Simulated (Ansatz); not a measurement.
## Sn under changes of volume

One of the cells (27.353 Å³/atom); the others are scaled copies at fixed shape and fractional positions:

```
Sn
1.0
    -2.02919    2.02919    1.66076
     2.02919   -2.02919    1.66076
     2.02919    2.02919   -1.66076
Sn
1
Direct
  0.00000 0.00000 0.00000
```

This isn't the form of Sn at room conditions, which is tetragonal (white tin).

| Property | Result |
| --- | --- |
| Program | Ansatz 0.2.0 |
| Functional | LDA |
| Potentials or basis | Ansatz PAW |
| Cutoff | 420 eV (not typed: the program's choice for these potentials) |
| k mesh | 10 × 10 × 10 |
| Occupations | fermi-dirac, width 0.05 eV |
| Spin | no spin polarisation |

```csv
volume (Å³/atom),energy over the lowest point (meV/atom),pressure (GPa)
25.712,0.00,-0.1
26.259,2.69,-1.3
26.806,9.01,-2.3
27.353,18.52,-3.2
27.901,30.90,-4.0
28.448,45.80,-4.7
28.995,?,?
```

Problem. What does the run at 28.995 Å³/atom give?

Solution. Energy over the lowest point 62.86 meV/atom; pressure -5.3 GPa.

Worked out: A Birch-Murnaghan fit of order 3 (a polynomial in V^(-2/3)) to the other rows has its minimum at 25.61 Å³/atom, just outside them, with B0 = V·E''(V) = 57 GPa and B' = 4.6 at fixed shape and positions, which overstates the stiffness. It gives 62.93 meV/atom at 28.995 Å³/atom, against the run's 62.86, and -dE/dV = -5.3 GPa, against -5.3.

Energies are extrapolated to zero smearing.

Caveats: the PAW data sets come from PBE, with cores solved anew for the run's functional, which leaves a small shift of forces and pressure.
